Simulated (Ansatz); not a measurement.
`[SiH3][NH][AlH][SeH]` + `FC(F)F` → `FC(F)(F)[SeH]` + `[AlH2][NH][SiH3]`  (formal exchange of groups at the Se–Al bond)

Isolated molecules relaxed with PBE0-D4/def2-TZVP in Ansatz; ΔE leaves out vibrations. CCSD(T)/CBS adds triple-zeta CCSD(T) − MP2 to the extrapolated MP2 energy (def2 sets, frozen cores). This one scheme is used for every species. DFT in def2-TZVPP. B3LYP here is the variant with VWN-RPA as its local correlation; programs differ in this. For Se outer-core shells are correlated without core-valence functions, which leaves a few kJ/mol of doubt a bond. Scalar relativity is left out up to krypton. Each species was taken in one conformer, which may not be the lowest.

`[SiH3][NH][AlH][SeH]`:

```xyz
10

Si    0.886    0.982   -1.145
N    -0.556    0.113   -0.764
Al   -0.972   -0.806    0.702
Se    0.598   -0.887    2.402
H     1.569    0.438   -2.352
H     1.796    0.856    0.023
H     0.621    2.425   -1.399
H    -1.265    0.129   -1.487
H    -2.368   -1.530    0.816
H    -0.309   -1.720    3.205
```

`FC(F)F`:

```xyz
5

F     0.936   -0.859    0.326
C    -0.053   -0.029    0.002
F    -0.049    0.989    0.860
F     0.178    0.447   -1.220
H    -1.013   -0.549    0.033
```

`FC(F)(F)[SeH]`:

Z-matrix (Å, degrees):
```
C
F 1 1.331
F 1 1.331 2 107.3
F 1 1.331 2 108.2 3 -116.6
Se 1 1.960 2 112.5 3 124.2
H 5 1.468 1 91.8 2 -60.6
```

`[AlH2][NH][SiH3]`:

```xyz
9

Al    0.134    1.614    0.742
N     0.117   -0.163    0.608
Si   -0.144   -1.153   -0.782
H    -0.120    2.460   -0.568
H     0.404    2.235    2.173
H     0.283   -0.676    1.465
H     1.024   -2.030   -1.075
H    -0.369   -0.246   -1.937
H    -1.330   -2.042   -0.625
```

CCSD(T)/CBS gives +2.02 eV.

(1) Another level gave +1.92 eV. Which?
A. CCSD(T)/def2-TZVPP
B. MP2/def2-TZVPP
C. PBE-D4/def2-TZVPP
D. B3LYP-D4/def2-TZVPP

Largest T1 diagnostic among the species: 0.012.

## Answers

(1) D. B3LYP-D4 1.92, CCSD(T)/def2-TZVPP 2.00, PBE-D4 1.87, MP2/def2-TZVPP 2.07 eV.

In def2-TZVPP, CCSD(T) changes the Hartree–Fock value by −0.13 eV (the triples alone add −0.03 eV) and MP2 by −0.06 eV. From PBE to PBE0 (25 % exact exchange), in def2-TZVPP and without D4, ΔE moves by +0.11 eV.

CCSD(T)/CBS has its own doubt, a few kJ/mol and more with outer-core shells, so smaller differences from it don't rank the levels.
